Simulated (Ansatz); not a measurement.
The system is MnO.

```
Mn O
1.0
     0.00000    2.22391    2.22391
     2.22391    0.00000    2.22391
     2.22391    2.22391    0.00000
Mn O
1 1
Cartesian
  0.0000 0.0000 0.0000
  2.2239 2.2239 2.2239
```

The cell is a database's computed one.

Below is the output of Ansatz 0.2.0 for this cell. Logs are shortened: lines on timing, memory, paths and dates and some standing lists are left out, and cuts for length are marked.

```text
Warning: output.stress: scf.convergence.dr2_threshold = 1e-7 eV (the SCF's general default) is looser than the 2e-10 eV advised for a printed stress (1e-10 eV for each atom of the cell: 2). What an SCF threshold leaves in a stress goes as its square root, and in the free energy as the threshold itself, and one threshold admits the most on a small cell: of the crystals measured, under no hybrid functional and no lock of the moments, on runs that ended without the residual-converged pass, on stresses that held no estimate of that error, the worst erred by over 100 MPa in a component at 1e-7 eV an atom and by under 5 at 1e-10. Set scf.convergence.dr2_threshold to 2e-10 eV or tighter. The threshold is an SCF's pass mark: one that does not reach it within its budget of iterations ends unconverged, or closes short of it on a stop that the run arms, and scf.convergence.dr2_threshold's page says what that costs each kind of run
Warning: RAYON_NUM_THREADS=2 ignored (pool sized by the plan → 2); use --threads N
Engine: ansatz 0.2.0, aarch64-unknown-linux-gnu
Pseudopotentials: kind: paw
Pseudopotential: Mn, paw, valence charge 15, recommended cutoff 420 eV (normal), Mn.paw.azcp
Pseudopotential: O, paw, valence charge 6, recommended cutoff 420 eV (normal), O.paw.azcp
Functional definition: PBE
  parameter kappa = 0.804
  parameter beta = 0.06672455060314922
  exchange = pbe_x(kappa = kappa, mu = beta*pi^2/3)
  correlation = pbe_c(beta = beta)
Crystal: 2 atoms, lattice volume = 21.998 Å³
Basis set: ecut = 420 eV, 411 PW (Γ), exchange–correlation on 48×48×48 points (8 copies of the dense FFT grid, shifted against one another)
Bands: 16, of which v1, the nominal top of the filled ones, is band 11 counted from 1 (10 counted from 0)
Symmetry: 48 space group operations
Space group: Fm-3m (ITA 225), of the structure as read, at distance tolerance 2.8e-5 Å
Magnetic group: BNS 225.116 (UNI 1618), of the structure as read, at distance tolerance 2.8e-5 Å
k-points: 35 of 729
Non-local potential: Mn, projectors of the file, l = 0: 3, l = 1: 2, l = 2: 3, l = 3: 1
Non-local potential: O, projectors of the file, l = 0: 2, l = 1: 2, l = 2: 1
PAW form: soft (Blöchl's): semilocal exchange-correlation on the pseudo side does not see the compensation charge
PAW one-centre angular grid: Mn, 590 points (default); XC on 64 Gauss nodes
PAW one-centre angular grid: O, 110 points (default); XC on 64 Gauss nodes
Initial density: superposition of atomic densities (chi_scale 0.1, normalization cell, long waves kept (reshape's long-wave potential 0.00 eV rms))
Starting moments: Σ|m| = 2 μB on 1 of 2 sites
[... 13 lines left out ...]
SCF 1 converged in 10 iterations: F = -4464.738195 eV  dr2 = 1.95e-9
  greatest PAW one-centre occupation: 1.001 electrons in one spin orbital (limit 2), on the Mn atom at site 0 (counted from 0), in its partial waves of l = 1
SCF converged after 10 iterations
Stability checked in part: among states of this total moment the steps that led to this state did not find it unstable. No probe was made; neither looks for a lower state of another moment (fixed_total_moment; see scf.lower_state_search)
Magnetization: 2.0000 μB (11.5000 up, 9.5000 down)
Absolute magnetization: 2.0747 μB (∫|ρ↑−ρ↓|, with the PAW one-centre terms)
Spin contamination: 0.0285 ħ² per cell (⟨S²⟩ above its minimum at these occupations)
Per-site moments (μB) at R_I (Å): [(1.8775602924029502, 0.9173619274050001), (-0.024019611813109784, 0.9173619274050001)]
Free energy (F): -4464.738195 eV
Harris-Foulkes:  -4464.738195 eV  (|F-HF|=1.84e-9)
Internal energy: -4464.705988 eV  (E = F + TS)
E sigma→0 (E₀):  -4464.722092 eV
Entropy (-TS):   -0.032207 eV (-16.103 meV/atom)
Fermi energy:    13.102860 (↑ 12.553608, ↓ 13.652112) eV
--- Per-component energies (eV) ---
  E_band       = -252.273979
  E_kinetic    = 474.002454
  E_local      = -2222.957755  (includes V_loc(G=0)·N_el)
  E_nonlocal   = 296.420510
  E_hartree    = 887.941893
  E_xc         = -183.880374
  E_vxc        = -234.888583  (∫ρ·V_xc dr)
  E_paw        = -1461.663144  (= ΣΔE_a)
  E_vpaw       = -340.736314  (= ΣTr[D̂ρ^β])
  E_aug_tail   = 0.002353  (compensation charges beyond the density's cutoff)
  E_ewald      = -2254.571925
  E_smearing   = -0.032207  (= −TS)
  E_closure    = 0.000000  (closes the sum)
  Σ components = -4464.738195   (vs F -4464.738195, Δ=0.00e0)
--- Forces (eV/Å), atoms counted from 1 ---
  atom   1  Mn    -0.00000000     0.00000000    -0.00000000
  atom   2  O      0.00000000    -0.00000000    -0.00000000
  max |Σ_I F_I| component: 2.18e-29 eV/Å
--- Stress (GPa, compression-positive) ---
      -29.598011       0.000000      -0.000000
        0.000000     -29.598011      -0.000000
       -0.000000       0.000000     -29.598011
  P = ⅓ Tr σ = -29.5980 GPa (-295.980 kbar)
--- Band table (eV; the first three rows and the last of 70) ---
  k-point 0 ↑: bands = ["-67.3815", "-36.1176", "-36.1176", "-36.1176", "-7.2504", "9.1916", "9.1916", "9.1916", "10.8440", "10.8440", "10.8440", "11.6638", "11.6638", "13.0601", "27.7074", "29.8771"]
  k-point 1 ↑: bands = ["-67.3807", "-36.1253", "-36.1185", "-36.1185", "-7.1529", "8.3880", "8.8219", "8.8219", "10.9719", "10.9719", "11.0187", "12.0629", "12.0629", "13.8009", "26.3480", "29.4439"]
  k-point 2 ↑: bands = ["-67.3788", "-36.1449", "-36.1210", "-36.1210", "-6.8956", "7.0229", "8.1749", "8.1749", "11.2396", "11.2396", "11.3004", "12.8589", "12.8589", "15.2176", "24.1010", "28.0359"]
  k-point 34 ↓: bands = ["-65.2137", "-34.0528", "-34.0438", "-34.0273", "-6.3236", "6.6436", "7.1280", "7.4342", "13.1440", "13.5789", "13.8682", "14.3227", "14.6102", "21.0248", "21.9586", "22.4740"]
```

Task: What input gives this log?

Result: Single point with PBE, collinear spin, ferromagnetic start. The files as run (others can give the same):

input.yaml
```yaml
crystal:
  lattice:
    - [0.0, 2.2239077028, 2.2239077028]
    - [2.2239077028, 0.0, 2.2239077028]
    - [2.2239077028, 2.2239077028, 0.0]
  atoms:
    - { symbol: Mn, position: [0.0, 0.0, 0.0], spin: 2.0 }
    - { symbol: O, position: [0.5, 0.5, 0.5] }
hamiltonian:
  xc: pbe
  pseudopotentials: { kind: paw }
magnetization:
  spin_polarized: true
  initial_magnetization: 2.0
  spin_locking: { lock_magnetization: hard }
kpoints:
  mp_grid: { grid: [9, 9, 9] }
scf:
  occupations: { method: fermi_dirac, width: 0.05 }
  lower_state_search: "off"
output:
  forces: true
  stress: true
  eigenvalues: true
```

Potentials or basis: Ansatz PAW.
The run is started by
```bash
$ ansatz run input.yaml --threads 2 --pin off --max-ram 5632MiB --backend cpu --events-out ev --progress --plain --runs-dir out
```

Caveat: a pressure of tens of GPa on the cell as given is suspect, and the run, the potentials or the cell itself is likely at fault; the pressure holds a Pulay correction of +0.6 GPa for the finite cutoff; the total moment is fixed, so each spin has its own Fermi level; a cell with one magnetic atom can't hold antiferromagnetic order, which such compounds often take; the thresholds are loose for stress.
